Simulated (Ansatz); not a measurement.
## KI: input, output and frames of a trajectory

These are results of Ansatz 0.2.0, DFT PBEsol, scalar-relativistic, plane waves, PAW, not measurements. Cutoff 420 eV, Γ-centred 1×1×1 k-points, Fermi–Dirac smearing of 0.069 eV. The mesh is coarse. No spin polarisation.

16 atoms, starting at 1.02 times the perfect crystal's volume (space group Pm-3m, the cell as given, not relaxed at this level); Nosé–Hoover thermostat at 800 K, fixed cell; 86 steps of 1.5 fs. The run is short and not equilibrated.

The run converged.

Command:
```bash
ansatz run input.yaml --threads 4 --pin off --max-ram 5120MiB --backend cpu --events-out ev --progress --plain --runs-dir out
```

Input:
```yaml
crystal:
  lattice:
    - [0.0, 0.0, -8.6392320183]
    - [0.0, -8.6392320183, 0.0]
    - [-8.6392320183, 0.0, 0.0]
  atoms:
    - { symbol: K, position: [0.5, 0.5, 0.5] }
    - { symbol: K, position: [0.0, 0.5, 0.5] }
    - { symbol: K, position: [0.5, 0.0, 0.5] }
    - { symbol: K, position: [0.0, 0.0, 0.5] }
    - { symbol: K, position: [0.5, 0.5, 0.0] }
    - { symbol: K, position: [0.0, 0.5, 0.0] }
    - { symbol: K, position: [0.5, 0.0, 0.0] }
    - { symbol: K, position: [0.0, 0.0, 0.0] }
    - { symbol: I, position: [0.25, 0.25, 0.25] }
    - { symbol: I, position: [0.75, 0.25, 0.25] }
    - { symbol: I, position: [0.25, 0.75, 0.25] }
    - { symbol: I, position: [0.75, 0.75, 0.25] }
    - { symbol: I, position: [0.25, 0.25, 0.75] }
    - { symbol: I, position: [0.75, 0.25, 0.75] }
    - { symbol: I, position: [0.25, 0.75, 0.75] }
    - { symbol: I, position: [0.75, 0.75, 0.75] }
basis:
  ecutwfc: 420
kpoints:
  mp_grid: { grid: [1, 1, 1], shift: [0.0, 0.0, 0.0] }
hamiltonian:
  xc: pbesol
scf:
  occupations: { method: fermi_dirac, width: 0.0689 }
  lower_state_search: "off"
  convergence: { dr2_threshold: 1.0e-07 }
output:
  forces: true
  stress: true
md:
  timestep: 1.5
  n_steps: 86
  ensemble: nvt_nose_hoover
  temperature: 800.0
  initial_velocities: maxwell_boltzmann
  seed: 43064
```

Output (its end):
```
...
SCF converged after 6 iterations
Free energy (F): -71605.653935 eV
Harris-Foulkes:  -71605.653935 eV  (|F-HF|=1.60e-8)
Internal energy: -71605.653935 eV  (E = F + TS)
E sigma→0 (E₀):  -71605.653935 eV
Fermi energy:    5.266604 eV
--- Per-component energies (eV) ---
  E_band       = -3990.421811
  E_kinetic    = 3557.187517
  E_local      = -21998.968817  (includes V_loc(G=0)·N_el)
  E_nonlocal   = -593.351309
  E_hartree    = 10488.418454
  E_xc         = -2088.926978
  E_vxc        = -2341.972505  (∫ρ·V_xc dr)
  E_paw        = -43997.740565  (= ΣΔE_a)
  E_vpaw       = -3590.152354  (= ΣTr[D̂ρ^β])
  E_aug_tail   = 0.000094  (compensation charges beyond the density's cutoff)
  E_ewald      = -16976.432549
  E_core_change = 4.160218  (= ΣΔE_core)
  E_smearing   = -0.000000  (= −TS)
  E_closure    = -0.000000  (closes the sum)
  Σ components = -71605.653935   (vs F -71605.653935, Δ=0.00e0)
--- Forces (eV/Å), atoms counted from 1 ---
  atom   1  K      0.18530728     0.13541796    -0.23202162
  atom   2  K     -0.29562696    -0.24671812     0.48064406
  atom   3  K      0.14904496    -0.05186694    -0.30807899
  atom   4  K      0.14519501    -0.13511605     0.06459365
  atom   5  K     -0.20129256     0.17193522     0.18615900
  atom   6  K      0.54553679     0.05592542    -0.02635548
  atom   7  K      0.08104533     0.06604792     0.44546819
  atom   8  K     -0.10999958     0.10000744    -0.37802576
  atom   9  I     -0.02774309     0.40786164    -0.20418112
  atom  10  I     -0.23899211     0.17116581     0.24824796
  atom  11  I     -0.26357506    -0.16092764    -0.26363554
  atom  12  I      0.04940666    -0.41530415     0.18761004
  atom  13  I     -0.20889289     0.20995168    -0.29315115
  atom  14  I      0.27231094    -0.09446302    -0.18701288
  atom  15  I     -0.26133260     0.11042259    -0.09613697
  atom  16  I      0.17961766    -0.32433643     0.37585905
  max |Σ_I F_I| component: 1.75e-5 eV/Å
--- Stress (GPa, compression-positive) ---
        2.344358       0.340005      -0.013511
        0.340005       2.054255      -0.190294
       -0.013511      -0.190294       1.524695
  P = ⅓ Tr σ = 1.9744 GPa (19.744 kbar)
--- MD trajectory: 86 steps, t = 0.0 → 129.0 fs ---
  final state: T = 900.8 K   F+E_penalty+E_count = -71605.65393480 eV   E_kin = 1.746469 eV
  conserved energy: peak-to-peak 1.724e-4 eV (1.078e-5 eV/atom) over 129.0 fs
```

Frames along the run (Å, eV/Å; dE is the potential energy from the first frame):

```xyz
16
Lattice="0.000 0.000 -8.639 0.000 -8.639 0.000 -8.639 0.000 0.000" Properties=species:S:1:pos:R:3:forces:R:3 pbc="T T T" time_fs=0.00 dE_eV=0.0000 T_K=800
K    -4.320   -4.320   -4.320    0.000    0.000    0.000
K    -4.320   -4.320    0.000    0.000    0.000    0.000
K    -4.320    0.000   -4.320    0.000    0.000    0.000
K    -4.320    0.000    0.000    0.000    0.000    0.000
K     0.000   -4.320   -4.320    0.000    0.000    0.000
K     0.000   -4.320    0.000    0.000    0.000    0.000
K     0.000    0.000   -4.320    0.000    0.000    0.000
K     0.000    0.000    0.000    0.000    0.000    0.000
I    -2.160   -2.160   -2.160    0.000    0.000    0.000
I    -2.160   -2.160   -6.479    0.000    0.000    0.000
I    -2.160   -6.479   -2.160    0.000    0.000    0.000
I    -2.160   -6.479   -6.479    0.000    0.000    0.000
I    -6.479   -2.160   -2.160    0.000    0.000    0.000
I    -6.479   -2.160   -6.479    0.000    0.000    0.000
I    -6.479   -6.479   -2.160    0.000    0.000    0.000
I    -6.479   -6.479   -6.479    0.000    0.000    0.000
16
Lattice="0.000 0.000 -8.639 0.000 -8.639 0.000 -8.639 0.000 0.000" Properties=species:S:1:pos:R:3:forces:R:3 pbc="T T T" time_fs=10.50 dE_eV=0.0284 T_K=785
K    -4.368   -4.334   -4.298    0.116    0.013   -0.039
K    -4.363   -4.278   -0.095    0.061   -0.014    0.057
K    -4.369    0.007   -4.273    0.094   -0.010   -0.028
K    -4.380    0.010   -0.017    0.110    0.003    0.024
K     0.104   -4.368   -4.368   -0.124    0.031    0.007
K    -0.061   -4.327   -0.019   -0.044    0.003    0.005
K     0.058    0.007   -4.386   -0.098   -0.021    0.034
K     0.066   -0.023    0.050   -0.107    0.004   -0.034
I    -2.179   -2.174   -2.140   -0.014    0.004   -0.001
I    -2.127   -2.175   -6.470    0.002    0.042    0.030
I    -2.177   -6.475   -2.148   -0.034   -0.031   -0.040
I    -2.144   -6.457   -6.491    0.023   -0.020    0.011
I    -6.473   -2.139   -2.157   -0.001    0.032   -0.047
I    -6.485   -2.182   -6.496    0.013    0.000    0.003
I    -6.509   -6.464   -2.134   -0.023    0.010   -0.022
I    -6.452   -6.483   -6.483    0.025   -0.045    0.039
16
Lattice="0.000 0.000 -8.639 0.000 -8.639 0.000 -8.639 0.000 0.000" Properties=species:S:1:pos:R:3:forces:R:3 pbc="T T T" time_fs=19.50 dE_eV=0.0940 T_K=752
K    -4.407   -4.346   -4.280    0.211    0.023   -0.069
K    -4.398   -4.242   -0.176    0.107   -0.033    0.110
K    -4.410    0.012   -4.233    0.169   -0.016   -0.048
K    -4.430    0.018   -0.032    0.199    0.008    0.042
K     0.191   -4.410   -4.410   -0.228    0.059    0.012
K    -0.114   -4.334   -0.036   -0.074    0.006    0.010
K     0.106    0.013   -4.443   -0.174   -0.038    0.061
K     0.119   -0.042    0.093   -0.196    0.009   -0.063
I    -2.196   -2.186   -2.122   -0.035    0.013   -0.001
I    -2.098   -2.187   -6.461    0.013    0.078    0.056
I    -2.192   -6.471   -2.137   -0.073   -0.057   -0.075
I    -2.131   -6.438   -6.501    0.049   -0.039    0.024
I    -6.467   -2.121   -2.155   -0.014    0.060   -0.092
I    -6.490   -2.200   -6.510    0.033   -0.003    0.005
I    -6.534   -6.451   -2.111   -0.041    0.014   -0.041
I    -6.429   -6.486   -6.486    0.054   -0.085    0.067
16
Lattice="0.000 0.000 -8.639 0.000 -8.639 0.000 -8.639 0.000 0.000" Properties=species:S:1:pos:R:3:forces:R:3 pbc="T T T" time_fs=30.00 dE_eV=0.2084 T_K=694
K    -4.448   -4.359   -4.260    0.311    0.034   -0.100
K    -4.437   -4.202   -0.267    0.153   -0.067    0.182
K    -4.454    0.018   -4.188    0.247   -0.017   -0.069
K    -4.482    0.028   -0.048    0.295    0.014    0.059
K     0.287   -4.456   -4.458   -0.347    0.098    0.020
K    -0.179   -4.341   -0.055   -0.095    0.012    0.015
K     0.157    0.018   -4.507   -0.254   -0.058    0.093
K     0.177   -0.064    0.141   -0.291    0.019   -0.100
I    -2.215   -2.200   -2.102   -0.064    0.030   -0.005
I    -2.065   -2.201   -6.451    0.034    0.120    0.089
I    -2.210   -6.467   -2.126   -0.129   -0.087   -0.114
I    -2.115   -6.417   -6.512    0.084   -0.063    0.041
I    -6.460   -2.099   -2.154   -0.045    0.095   -0.149
I    -6.496   -2.222   -6.526    0.068   -0.011    0.007
I    -6.564   -6.436   -2.086   -0.063    0.015   -0.061
I    -6.401   -6.491   -6.489    0.096   -0.135    0.091
16
Lattice="0.000 0.000 -8.639 0.000 -8.639 0.000 -8.639 0.000 0.000" Properties=species:S:1:pos:R:3:forces:R:3 pbc="T T T" time_fs=39.00 dE_eV=0.3276 T_K=635
K    -4.476   -4.370   -4.246    0.385    0.042   -0.124
K    -4.467   -4.169   -0.341    0.181   -0.107    0.253
K    -4.485    0.023   -4.150    0.305   -0.013   -0.087
K    -4.521    0.037   -0.060    0.365    0.020    0.072
K     0.361   -4.494   -4.499   -0.445    0.135    0.033
K    -0.236   -4.347   -0.071   -0.097    0.017    0.020
K     0.195    0.022   -4.561   -0.312   -0.075    0.123
K     0.221   -0.083    0.180   -0.363    0.031   -0.136
I    -2.232   -2.212   -2.085   -0.085    0.052   -0.015
I    -2.036   -2.212   -6.441    0.055    0.156    0.118
I    -2.227   -6.464   -2.117   -0.182   -0.113   -0.148
I    -2.100   -6.398   -6.521    0.114   -0.085    0.058
I    -6.455   -2.080   -2.154   -0.084    0.128   -0.201
I    -6.500   -2.241   -6.540    0.105   -0.022    0.007
I    -6.590   -6.423   -2.064   -0.081    0.016   -0.077
I    -6.377   -6.495   -6.491    0.139   -0.182    0.102
16
Lattice="0.000 0.000 -8.639 0.000 -8.639 0.000 -8.639 0.000 0.000" Properties=species:S:1:pos:R:3:forces:R:3 pbc="T T T" time_fs=49.50 dE_eV=0.4740 T_K=565
K    -4.499   -4.382   -4.232    0.452    0.051   -0.146
K    -4.498   -4.132   -0.421    0.196   -0.168    0.343
K    -4.515    0.028   -4.109    0.360   -0.003   -0.107
K    -4.558    0.048   -0.073    0.431    0.027    0.083
K     0.437   -4.535   -4.546   -0.549    0.180    0.056
K    -0.305   -4.354   -0.089   -0.077    0.025    0.024
K     0.233    0.024   -4.620   -0.364   -0.093    0.161
K     0.263   -0.104    0.222   -0.431    0.049   -0.181
I    -2.253   -2.225   -2.065   -0.101    0.088   -0.036
I    -2.002   -2.224   -6.429    0.076    0.197    0.152
I    -2.247   -6.462   -2.108   -0.247   -0.145   -0.186
I    -2.083   -6.378   -6.531    0.145   -0.114    0.079
I    -6.449   -2.056   -2.155   -0.140    0.167   -0.260
I    -6.504   -2.263   -6.556    0.153   -0.039    0.006
I    -6.621   -6.407   -2.040   -0.101    0.017   -0.093
I    -6.347   -6.503   -6.492    0.196   -0.239    0.106
16
Lattice="0.000 0.000 -8.639 0.000 -8.639 0.000 -8.639 0.000 0.000" Properties=species:S:1:pos:R:3:forces:R:3 pbc="T T T" time_fs=60.00 dE_eV=0.6073 T_K=505
K    -4.509   -4.392   -4.222    0.496    0.059   -0.165
K    -4.523   -4.100   -0.493    0.187   -0.239    0.435
K    -4.535    0.034   -4.070    0.398    0.012   -0.128
K    -4.583    0.059   -0.083    0.475    0.031    0.090
K     0.498   -4.571   -4.591   -0.635    0.225    0.087
K    -0.376   -4.360   -0.106   -0.032    0.034    0.026
K     0.260    0.023   -4.675   -0.396   -0.109    0.203
K     0.293   -0.123    0.260   -0.477    0.069   -0.229
I    -2.275   -2.238   -2.045   -0.102    0.136   -0.067
I    -1.967   -2.234   -6.416    0.091    0.235    0.185
I    -2.270   -6.461   -2.100   -0.310   -0.178   -0.224
I    -2.064   -6.358   -6.541    0.169   -0.146    0.103
I    -6.444   -2.031   -2.158   -0.200    0.205   -0.314
I    -6.507   -2.286   -6.573    0.203   -0.059    0.000
I    -6.653   -6.391   -2.016   -0.121    0.022   -0.108
I    -6.316   -6.512   -6.492    0.255   -0.297    0.106
16
Lattice="0.000 0.000 -8.639 0.000 -8.639 0.000 -8.639 0.000 0.000" Properties=species:S:1:pos:R:3:forces:R:3 pbc="T T T" time_fs=69.00 dE_eV=0.6944 T_K=470
K    -4.508   -4.400   -4.218    0.512    0.065   -0.178
K    -4.541   -4.078   -0.545    0.154   -0.300    0.510
K    -4.543    0.039   -4.039    0.417    0.027   -0.147
K    -4.594    0.070   -0.090    0.492    0.031    0.092
K     0.538   -4.598   -4.629   -0.685    0.256    0.115
K    -0.439   -4.364   -0.121    0.026    0.042    0.026
K     0.275    0.021   -4.718   -0.404   -0.119    0.239
K     0.309   -0.139    0.287   -0.496    0.087   -0.269
I    -2.294   -2.248   -2.028   -0.091    0.186   -0.101
I    -1.937   -2.241   -6.403    0.095    0.263    0.212
I    -2.292   -6.461   -2.094   -0.358   -0.205   -0.254
I    -2.046   -6.342   -6.549    0.181   -0.177    0.125
I    -6.442   -2.008   -2.163   -0.247    0.233   -0.350
I    -6.508   -2.306   -6.587    0.243   -0.075   -0.009
I    -6.682   -6.377   -1.995   -0.136    0.029   -0.120
I    -6.287   -6.521   -6.492    0.299   -0.344    0.109
16
Lattice="0.000 0.000 -8.639 0.000 -8.639 0.000 -8.639 0.000 0.000" Properties=species:S:1:pos:R:3:forces:R:3 pbc="T T T" time_fs=79.50 dE_eV=0.7474 T_K=460
K    -4.493   -4.407   -4.216    0.505    0.072   -0.190
K    -4.559   -4.059   -0.594    0.085   -0.363    0.581
K    -4.543    0.045   -4.006    0.421    0.045   -0.169
K    -4.595    0.084   -0.096    0.486    0.026    0.090
K     0.567   -4.622   -4.671   -0.709    0.279    0.143
K    -0.512   -4.369   -0.138    0.113    0.053    0.022
K     0.283    0.015   -4.763   -0.388   -0.122    0.280
K     0.315   -0.155    0.313   -0.490    0.104   -0.311
I    -2.318   -2.259   -2.009   -0.066    0.252   -0.143
I    -1.899   -2.247   -6.386    0.085    0.287    0.242
I    -2.321   -6.463   -2.090   -0.404   -0.235   -0.285
I    -2.024   -6.324   -6.557    0.185   -0.215    0.152
I    -6.440   -1.979   -2.172   -0.288    0.255   -0.377
I    -6.508   -2.330   -6.604    0.282   -0.090   -0.027
I    -6.717   -6.361   -1.973   -0.154    0.042   -0.130
I    -6.250   -6.536   -6.491    0.337   -0.388    0.123
16
Lattice="0.000 0.000 -8.639 0.000 -8.639 0.000 -8.639 0.000 0.000" Properties=species:S:1:pos:R:3:forces:R:3 pbc="T T T" time_fs=90.00 dE_eV=0.7370 T_K=487
K    -4.465   -4.413   -4.220    0.470    0.080   -0.201
K    -4.575   -4.050   -0.629   -0.011   -0.402    0.625
K    -4.531    0.053   -3.978    0.404    0.057   -0.193
K    -4.582    0.098   -0.100    0.454    0.012    0.084
K     0.577   -4.640   -4.709   -0.687    0.281    0.160
K    -0.584   -4.372   -0.154    0.214    0.062    0.016
K     0.280    0.005   -4.802   -0.341   -0.114    0.318
K     0.308   -0.169    0.331   -0.452    0.115   -0.345
I    -2.343   -2.267   -1.990   -0.036    0.319   -0.185
I    -1.861   -2.252   -6.367    0.058    0.298    0.267
I    -2.353   -6.466   -2.088   -0.432   -0.258   -0.309
I    -2.000   -6.308   -6.565    0.178   -0.257    0.179
I    -6.442   -1.947   -2.184   -0.307    0.262   -0.383
I    -6.505   -2.355   -6.621    0.309   -0.099   -0.055
I    -6.754   -6.343   -1.950   -0.171    0.058   -0.135
I    -6.210   -6.554   -6.489    0.349   -0.414    0.157
16
Lattice="0.000 0.000 -8.639 0.000 -8.639 0.000 -8.639 0.000 0.000" Properties=species:S:1:pos:R:3:forces:R:3 pbc="T T T" time_fs=99.00 dE_eV=0.6767 T_K=544
K    -4.429   -4.416   -4.228    0.422    0.088   -0.209
K    -4.589   -4.050   -0.645   -0.103   -0.409    0.636
K    -4.512    0.061   -3.957    0.373    0.058   -0.214
K    -4.561    0.111   -0.101    0.406   -0.008    0.076
K     0.571   -4.650   -4.740   -0.628    0.267    0.166
K    -0.643   -4.373   -0.168    0.305    0.068    0.007
K     0.271   -0.006   -4.829   -0.276   -0.096    0.349
K     0.292   -0.179    0.339   -0.395    0.118   -0.366
I    -2.365   -2.273   -1.976   -0.014    0.370   -0.213
I    -1.826   -2.253   -6.348    0.019    0.294    0.282
I    -2.385   -6.472   -2.088   -0.435   -0.267   -0.320
I    -1.977   -6.295   -6.570    0.161   -0.295    0.198
I    -6.445   -1.917   -2.198   -0.304    0.257   -0.374
I    -6.500   -2.378   -6.637    0.319   -0.102   -0.084
I    -6.787   -6.328   -1.932   -0.188    0.073   -0.135
I    -6.172   -6.572   -6.486    0.338   -0.418    0.200
16
Lattice="0.000 0.000 -8.639 0.000 -8.639 0.000 -8.639 0.000 0.000" Properties=species:S:1:pos:R:3:forces:R:3 pbc="T T T" time_fs=109.50 dE_eV=0.5558 T_K=647
K    -4.375   -4.417   -4.243    0.348    0.102   -0.218
K    -4.608   -4.062   -0.648   -0.202   -0.382    0.614
K    -4.479    0.072   -3.937    0.315    0.043   -0.241
K    -4.526    0.126   -0.101    0.329   -0.042    0.067
K     0.548   -4.654   -4.772   -0.514    0.237    0.167
K    -0.705   -4.372   -0.185    0.407    0.070   -0.005
K     0.252   -0.021   -4.852   -0.173   -0.059    0.383
K     0.262   -0.187    0.339   -0.307    0.116   -0.380
I    -2.392   -2.276   -1.959   -0.001    0.411   -0.230
I    -1.785   -2.253   -6.323   -0.049    0.271    0.288
I    -2.426   -6.480   -2.091   -0.410   -0.260   -0.318
I    -1.949   -6.282   -6.574    0.132   -0.338    0.212
I    -6.451   -1.879   -2.216   -0.281    0.243   -0.351
I    -6.492   -2.407   -6.656    0.317   -0.101   -0.123
I    -6.829   -6.308   -1.911   -0.210    0.090   -0.127
I    -6.124   -6.598   -6.480    0.299   -0.401    0.264
16
Lattice="0.000 0.000 -8.639 0.000 -8.639 0.000 -8.639 0.000 0.000" Properties=species:S:1:pos:R:3:forces:R:3 pbc="T T T" time_fs=118.50 dE_eV=0.4239 T_K=758
K    -4.320   -4.416   -4.261    0.275    0.116   -0.226
K    -4.630   -4.080   -0.638   -0.265   -0.330    0.566
K    -4.443    0.083   -3.925    0.248    0.012   -0.268
K    -4.487    0.139   -0.099    0.249   -0.080    0.062
K     0.517   -4.653   -4.797   -0.384    0.206    0.170
K    -0.752   -4.371   -0.200    0.482    0.066   -0.016
K     0.231   -0.037   -4.864   -0.064   -0.011    0.412
K     0.229   -0.192    0.331   -0.218    0.110   -0.383
I    -2.415   -2.277   -1.947   -0.006    0.424   -0.228
I    -1.749   -2.251   -6.299   -0.127    0.233    0.279
I    -2.466   -6.489   -2.096   -0.359   -0.230   -0.302
I    -1.923   -6.273   -6.577    0.098   -0.375    0.211
I    -6.458   -1.844   -2.235   -0.250    0.227   -0.325
I    -6.482   -2.433   -6.675    0.303   -0.098   -0.156
I    -6.868   -6.291   -1.893   -0.232    0.102   -0.115
I    -6.080   -6.623   -6.474    0.249   -0.372    0.320
16
Lattice="0.000 0.000 -8.639 0.000 -8.639 0.000 -8.639 0.000 0.000" Properties=species:S:1:pos:R:3:forces:R:3 pbc="T T T" time_fs=129.00 dE_eV=0.2605 T_K=901
K    -4.247   -4.412   -4.288    0.185    0.135   -0.232
K    -4.662   -4.110   -0.611   -0.296   -0.247    0.481
K    -4.393    0.096   -3.917    0.149   -0.052   -0.308
K    -4.434    0.152   -0.095    0.145   -0.135    0.065
K     0.469   -4.646   -4.823   -0.201    0.172    0.186
K    -0.795   -4.367   -0.219    0.546    0.056   -0.026
K     0.205   -0.055   -4.868    0.081    0.066    0.445
K     0.184   -0.195    0.312   -0.110    0.100   -0.378
I    -2.444   -2.274   -1.933   -0.028    0.408   -0.204
I    -1.706   -2.246   -6.268   -0.239    0.171    0.248
I    -2.516   -6.501   -2.104   -0.264   -0.161   -0.264
I    -1.891   -6.265   -6.578    0.049   -0.415    0.188
I    -6.469   -1.800   -2.261   -0.209    0.210   -0.293
I    -6.469   -2.465   -6.698    0.272   -0.094   -0.187
I    -6.916   -6.268   -1.872   -0.261    0.110   -0.096
I    -6.024   -6.657   -6.463    0.180   -0.324    0.376
```